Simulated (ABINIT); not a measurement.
Wanted: the native input for an ABINIT 10.8.3 (patched build) run.

```yaml
Task: equation of state
Functional: PBE
Potentials_or_basis: JTH PAW PBE v2.0
Cutoff: 707 eV
k_mesh: 9 × 9 × 9
Occupations: fermi-dirac, width 0.05 eV
Spin: no spin polarisation
Fine-grid_cutoff: 1306.15 eV
```

The system is HfN.

```
Hf N
1.0
     2.82503    0.00000    0.00000
     0.00000    2.82503    0.00000
     0.00000    0.00000    2.82503
Hf N
1 1
Direct
  0.50000 0.50000 0.50000
  0.00000 0.00000 0.00000
```

The cell was built by a generator and needn't be a form met in nature.

One way to write it, as run:

run.abi

```
ndtset 7
getwfk -1
scalecart1 3*0.9795861087
scalecart2 3*0.9864848297
scalecart3 3*0.9932883884
scalecart4 3*1.0000000000
scalecart5 3*1.0066227096
scalecart6 3*1.0131594038
scalecart7 3*1.0196128224

pp_dirpath "./"
pseudos "Hf.GGA_PBE-JTH.xml, N.GGA_PBE-JTH.xml"

acell 3*1.0
rprim
     5.3385329939     0.0000000000     0.0000000000
     0.0000000000     5.3385329939     0.0000000000
     0.0000000000     0.0000000000     5.3385329939
ntypat 2
znucl 72 7
natom 2
typat 1 2
xred
     0.5000000000     0.5000000000     0.5000000000
     0.0000000000     0.0000000000     0.0000000000

ecut 26.0
pawecutdg 48.0
pawxcdev 0

kptopt 1
ngkpt 9 9 9
nshiftk 1
shiftk 0.0 0.0 0.0

ixc 11

nband 13
occopt 3
tsmear 0.05 eV

nstep 100
tolvrs 1.0e-9

iomode 3
prtwf 1
prtden 0
prteig 0
prtebands 0
enunit 2
```

Potentials or basis: JTH PAW PBE v2.0.

The run is started by

```console
$ abinit run.abi > log 2>&1
```

Results of the run:

```
Equilibrium volume                      : 11.18 Å³/atom
Bulk modulus                            : 235 GPa
Pressure derivative of the bulk modulus : 4.2
```

Caveat: pressures at fixed basis lie under the slope of the energies.

Run time: 74 s on 1 thread of Arm Neoverse V2, on a shared host, peak memory 0.15 GiB.
